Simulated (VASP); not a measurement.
## H6C3F4: single point with PBE+D3(BJ)

The system is H6C3F4.

```
CELL_PARAMETERS angstrom
8.93659 0.00000 0.00000
0.00000 8.93659 0.00000
0.00000 0.00000 8.93659
ATOMIC_POSITIONS crystal
C 0.14460 0.01110 0.32964
C 0.30906 0.04917 0.26583
C 0.99670 0.26458 0.92441
C 0.83975 0.20378 0.89015
C 0.64284 0.58179 0.01653
C 0.65330 0.57473 0.84714
C 0.10447 0.80479 0.89896
C 0.85301 0.31026 0.39884
C 0.74130 0.77396 0.45473
H 0.14723 0.00518 0.44714
H 0.06998 0.10655 0.31146
H 0.12373 0.91079 0.27782
H 0.35543 0.94706 0.23481
H 0.30157 0.10723 0.16142
H 0.39180 0.11506 0.33374
H 0.99582 0.38624 0.94046
H 0.02840 0.19927 0.02624
H 0.06714 0.22445 0.82799
H 0.83601 0.07595 0.90755
H 0.75395 0.26229 0.95493
H 0.81576 0.23710 0.77418
H 0.57583 0.68843 0.03187
H 0.55796 0.50905 0.07236
H 0.73690 0.60694 0.08499
H 0.69096 0.47750 0.77964
H 0.54731 0.61468 0.80799
H 0.72271 0.67242 0.80857
F 0.12162 0.65020 0.90266
F 0.03650 0.83144 0.77658
F 0.01639 0.84673 0.01558
F 0.23602 0.85670 0.91452
F 0.83760 0.18529 0.33657
F 0.99909 0.32612 0.44397
F 0.82744 0.41824 0.30102
F 0.75454 0.32219 0.50486
F 0.64096 0.66906 0.45423
F 0.85394 0.73259 0.34916
F 0.68119 0.91143 0.40235
F 0.80714 0.79236 0.58934
```

The cell was built by a generator and needn't be a form met in nature.

```
Program             : VASP 6.6.1
Task                : single point
Functional          : PBE
Dispersion          : D3(BJ)
Potentials or basis : VASP PAW PBE potentials, release 64 (C, H, F)
Cutoff              : 520 eV
k mesh              : 1 × 1 × 1
Occupations         : fermi-dirac, width 0.02 eV
Spin                : no spin polarisation
```

- Pressure: 1.1 GPa
- Largest force: 4.659 eV/Å
- Band gap on the k mesh: 6.12 eV, direct
- Dispersion energy per atom: -0.025 eV

Forces in eV/Å, atoms in the order of the input:
```
C    2.734  3.475 -0.391
C   -1.215  1.328  1.339
C   -0.200 -1.772  0.044
C   -0.039 -0.415 -0.395
C   -2.760  1.278  0.226
C    1.223  1.142 -0.642
C   -1.429 -3.646  2.404
C    1.747  2.516  0.000
C    2.116  1.785 -2.229
H    0.186 -0.655  1.680
H   -0.079 -0.544 -0.662
H   -1.448 -2.093 -0.940
H    1.260 -1.907 -0.211
H   -0.331  0.706 -0.854
H   -0.804 -0.508  0.013
H    0.327 -0.159 -0.033
H    0.531  0.876 -0.261
H    0.040  0.690  0.799
H   -0.214  1.592 -0.367
H   -0.137 -0.323  0.406
H   -0.302 -0.568 -0.127
H    0.511 -0.285 -0.006
H    0.906 -0.494 -0.345
H    1.240 -0.547  0.351
H   -0.172  0.022  0.775
H   -1.084 -0.367 -0.639
H    0.067 -0.731  0.346
F   -0.267 -0.058  0.421
F   -0.968  1.551 -2.728
F    0.072  0.086  0.029
F    2.655  2.066 -0.106
F   -0.389 -4.183 -2.015
F   -0.467  0.051  0.710
F   -0.176  1.342 -1.144
F   -0.963  0.414  2.473
F   -0.933 -0.471  0.366
F   -1.301  0.695  1.458
F    0.681 -1.959  1.058
F   -0.616  0.069 -0.804
```

Stress tensor (GPa, compression positive):
```
0.77 0.56 1.01
0.56 1.00 0.23
1.01 0.23 1.60
```

Levels at points of the mesh, in eV from the valence-band top:
```tsv
k point	band 67	band 68	band 69	band 70	band 71	band 72
(0.00, 0.00, 0.00)	-0.37	-0.22	0.00	6.12	7.59	7.62
```

Wall time 5.5 min on 1 thread of Intel(R) Xeon(R) Platinum 8375C CPU @ 2.90GHz (Ice Lake), on a shared host, peak memory 0.68 GiB.

Caveat: the standard files for N, O and F lose accuracy on very short bonds.
